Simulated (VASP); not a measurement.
Write the native input for VASP 6.6.1 that does the following.

* Task: relaxation of cell and atoms
* Functional: LDA
* Potentials or basis: VASP PAW LDA potentials, release 64 (Pb_d, F)
* Cutoff: 600 eV
* k mesh: 8 × 8 × 8
* Occupations: gaussian, width 0.03 eV
* Spin: no spin polarisation
* Further INCAR settings: ALGO = Normal; EDIFF = 1e-06; IBRION = 2; EDIFFG = -0.01; NSW = 90; ISIF = 3

The structure of PbF2 (Fluorocronite) lies in POSCAR:

```
PbF2
1.0
    0.0000000000      2.9636600000      2.9636600000
    2.9636600000      0.0000000000      2.9636600000
    2.9636600000      2.9636600000      0.0000000000
Pb F
1 2
Direct
    0.0000000000      0.0000000000      0.0000000000
    0.2500000000      0.2500000000      0.2500000000
    0.7500000000      0.7500000000      0.7500000000
```

The input as run:

INCAR

```
  ALGO = Normal
  EDIFF = 1E-6
  EDIFFG = -0.01
  ENCUT = 600
  IBRION = 2
  ISIF = 3
  ISMEAR = 0
  KPAR = 2
  LASPH = True
  LCHARG = False
  LREAL = False
  LWAVE = False
  NELM = 80
  NSW = 90
  PREC = Accurate
  SIGMA = 0.03
```

KPOINTS

```
k-points
0
Gamma
  8 8 8
```

Potentials or basis: VASP PAW LDA potentials, release 64 (Pb_d, F).

Launch:

```sh
$ cat potpaw_LDA.64/Pb_d/POTCAR potpaw_LDA.64/F/POTCAR > POTCAR
$ mpirun -np 2 vasp_std > vasp.out
```

It gave:

```json
{"Relaxed volume": "16.34 Å³/atom", "Relaxed cell": "a = 4.108 Å, b = 4.108 Å, c = 4.108 Å, α = 60.00°, β = 60.00°, γ = 60.00°", "Space group after relaxing (to 0.05 Å)": "Fm-3m (No. 225)", "Energy gained by relaxing": "15.3 meV/atom", "Ionic steps": "3", "Pressure after relaxing": "0.0 GPa", "Band gap on the k mesh": "4.20 eV, indirect (least direct gap 4.37 eV)"}
```

Caveat: spin-orbit coupling is left out, which as a rule narrows the gap of such compounds by several tenths of an eV.

It took 36 s on 2 MPI ranks on AMD EPYC 9R14 (Zen 4), with other jobs on the host, peak memory 0.16 GiB a rank.
